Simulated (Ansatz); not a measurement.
The reference is ZnTe in the zinc blende structure (space group F-43m, No. 216).

```
CELL_PARAMETERS angstrom
      0.00000     3.03285     3.03285
      3.03285     0.00000     3.03285
      3.03285     3.03285     0.00000
ATOMIC_POSITIONS crystal
  Te 0.75000 0.75000 0.75000
  Zn 0.00000 0.00000 0.00000
```

Calculations: PBEsol in Ansatz (plane waves to 420 eV, PAW, without spin-orbit coupling).

Before the change:

```
Property             Value
-------------  -----------
Gap character  direct at Γ
```

Now apply this change: cell and atoms relaxed at a pressure of 30 GPa.

### Question
Estimate the effect on the gap character.

### Answer
The gap character becomes indirect, Γ → a point along ⟨100⟩, about 1.0 Å⁻¹ from Γ (base: direct at Γ).

Spin-orbit coupling, missing from the scalar runs, can matter with Te. Load acts through the strain it causes; cell and atoms are relaxed under it. Whether these cells are dynamically stable was not tested. Measured, ZnTe leaves this structure (for cinnabar) near 9.5 GPa (temperature not stated; as listed in Datta, Sujoy, Jana, Debnarayan, arXiv (2020)), on rising pressure, with hysteresis.

Ansatz is a first-principles code.
